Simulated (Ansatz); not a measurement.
# Hafnium, diamond: HSE06 after PBE

Aim: see what exact exchange does to the levels, and what it costs. Spin polarisation is left out. The cell comes from an earlier PBE relaxation. Exact exchange is dear, so the k-mesh is coarse, and PBE is run on the same mesh for comparison.

Method: DFT, plane waves (420 eV) with PBE-made PAW files, scalar-relativistic; functionals as named at each step, in Ansatz 0.2.0.

### Step 1. The starting structure

Symmetry: Fd-3m, No. 227, cubic system. The conventional cell has a = 6.551 Å, b = 6.551 Å, c = 6.551 Å, α = 90.00°, β = 90.00°, γ = 90.00°. Hf (site symmetry -43m) has 4 Hf at 2.84 Å as nearest neighbours.

Structure file:

```xyz
2
Lattice="0.0000 3.2755 3.2755 3.2755 0.0000 3.2755 3.2755 3.2755 0.0000" Properties=species:S:1:pos:R:3 pbc="T T T"
Hf    0.8189    0.8189    0.8189
Hf    5.7322    5.7322    5.7322
```

### Step 2. PBE on the coarse mesh

The run with PBE.

Contents of input.yaml:

```yaml
crystal:
  lattice:
    - [0.0, 3.2755266437, 3.2755266437]
    - [3.2755266437, 0.0, 3.2755266437]
    - [3.2755266437, 3.2755266437, 0.0]
  atoms:
    - { symbol: Hf, position: [0.125, 0.125, 0.125] }
    - { symbol: Hf, position: [0.875, 0.875, 0.875] }
hamiltonian:
  xc: pbe
  pseudopotentials:
    kind: paw
    azcp:
      Hf: "pseudopotentials/Hf.paw.azcp"
basis:
  ecutwfc: 420
  fft_grid_basis: typed
kpoints:
  mp_grid: { grid: [4, 4, 4], shift: [0, 0, 0] }
magnetization:
  spin_polarized: false
scf:
  occupations: { method: fermi_dirac, width: 0.1 }
```

The run is started by

```console
ansatz run input.yaml --threads 4 --pin off --max-ram 8192MiB --backend cpu --events-out ev --progress --plain --runs-dir out
```

Log, shortened:

```text
Warning: RAYON_NUM_THREADS=4 ignored (pool sized by the plan → 4); use --threads N
[...]
Pseudopotentials: kind: paw
Pseudopotential: Hf, paw, valence charge 26, recommended cutoff 420 eV (normal), <dir>
Functional definition: PBE
[...]
Crystal: 2 atoms, lattice volume = 70.287 Å³
Basis set: ecut = 420 eV, 1363 PW (Γ)
Bands: 32, of which v1, the nominal top of the filled ones, is band 26 counted from 1 (25 counted from 0)
Symmetry: 48 space group operations
Space group: Fd-3m (ITA 227), of the structure as read, at distance tolerance 4.1e-5 Å
k-points: 8 of 64
[...]
SCF iter   1: F=—  HF=-31437.455420 eV  |F-HF|=—  |Δ(HF+E_count)|=         —  Δρ=4.33e-3  dr2=1.90e-2  ethr=1.77e-3  ⟨swp⟩=4.0  Hψ=819  notcnv=0
[...]
SCF iter   7: F=-31437.450153 eV  HF=-31437.450153 eV  |F-HF|=3.37e-9  |Δ(HF+E_count)|=   4.93e-7  Δρ=3.99e-6  dr2=6.73e-9  ethr=1.92e-10  ⟨swp⟩=2.9  Hψ=599  notcnv=0
[...]
SCF converged after 7 iterations
Free energy (F): -31437.450153 eV
[...]
E sigma→0 (E₀):  -31437.367679 eV
Entropy (-TS):   -0.164949 eV (-82.474 meV/atom)
Fermi energy:    11.062962 eV
[...]
```

It took 0.45 s on 4 threads of Arm Neoverse V1, shared host; peak memory 0.31 GiB.

### Step 3. HSE06 on the coarse mesh

The run with HSE06.

Edit input.yaml of step 2 so:

```diff
@@ -9,3 +9,3 @@
 hamiltonian:
-  xc: pbe
+  xc: hse06
   pseudopotentials:
```

The run is started by

```console
ansatz run input.yaml --threads 4 --pin off --max-ram 8192MiB --backend cpu --events-out ev --progress --plain --runs-dir out
```

Log, shortened:

```text
Warning: RAYON_NUM_THREADS=4 ignored (pool sized by the plan → 4); use --threads N
[...]
[... 2 set-up lines as earlier in the session ...]
Functional definition: HSE06
[...]
Crystal: 2 atoms, lattice volume = 70.287 Å³
Basis set: ecut = 420 eV, 1363 PW (Γ)
Bands: 32, of which v1, the nominal top of the filled ones, is band 26 counted from 1 (25 counted from 0)
[... 2 set-up lines as earlier in the session ...]
k-points: 8 of 64
[...]
SCF iter   1: F=—  HF=-31437.455767 eV  |F-HF|=—  |Δ(HF+E_count)|=         —  Δρ=4.28e-3  dr2=1.69e-2  ethr=1.77e-3  ⟨swp⟩=6.4  Hψ=957  notcnv=0
[...]
Frozen-core exchange: fock
[...]
SCF 2 stopped early in 9 iterations: F = -31436.959316 eV  dr2 = 8.94e-6
hybrid outer 1: dexx = +2.514e-2 eV, tail = 1.95e-3 eV
[...]
Frozen-core exchange: fock
[...]
hybrid outer 2: dexx = +9.904e-6 eV, tail = 6.53e-7 eV, Δε = 1.17e-2 eV (about 8.94e-4 eV left of the loop's levels)
hybrid SCF converged: 2 outer / 13 inner (+9 warm-up), last move |dexx| = 9.90e-6 eV, tail = 6.53e-7 eV
Stability not checked: this state was not tested for a lower state beside it, because the functional holds exact exchange (a hybrid, or Hartree-Fock), whose exchange loop this test does not read (fock_operator; see scf.lower_state_search)
Free energy (F): -31436.959470 eV
Frozen-core exchange: fock
[...]
E sigma→0 (E₀):  -31436.903475 eV
Entropy (-TS):   -0.111989 eV (-55.995 meV/atom)
Fermi energy:    11.129674 eV
[...]
--- Band table (eV; the first three rows and the last of 8) ---
[...]
  guard bands above this table: 2 of the run's 32 bands, where the rule asks 3: the bands that hold charge and the lowest empty level above them stay in the table. The solve was not asked for them (output.publish_guard_bands: true or output.eigenvalues: true publishes all)
```

Wall time 6.6 s (4 threads of Arm Neoverse V1, shared host); peak memory 0.88 GiB.

### Step 4. Side by side

| functional | gap on the mesh | Fermi energy (eV) | SCF cycles | exchange loops | CPU time |
| --- | --- | --- | --- | --- | --- |
| PBE | none (levels filled in part) | 11.063 | 7 | - | 1.2 s |
| HSE06 | none (levels filled in part) | 11.130 | 22 | 2 | 20 s |

### Step 5. Summary of results

```
                         quantity                         value
                         PBE: gap  none (levels filled in part)
                       HSE06: gap  none (levels filled in part)
HSE06: SCF cycles, exchange loops                         22, 2
 HSE06: CPU time over that of PBE                            16
           HSE06: relative to hcp                +3146 meV/atom
```

In words: Neither PBE nor HSE06 shows a clean gap on this mesh. HSE06 cost 16 times the CPU time of PBE. The exchange operator of HSE06 was renewed in 2 outer loops. The dense-mesh value adds +13.5 meV/atom, the change that PBE shows between the coarse mesh and its own dense run (not shown). Under HSE06 it lies 3146 meV/atom above hcp (computed apart in the same way); on such meshes a few tens of meV are uncertain for metals. Absolute energies differ from functional to functional, by eV per atom at times, and say nothing by themselves.
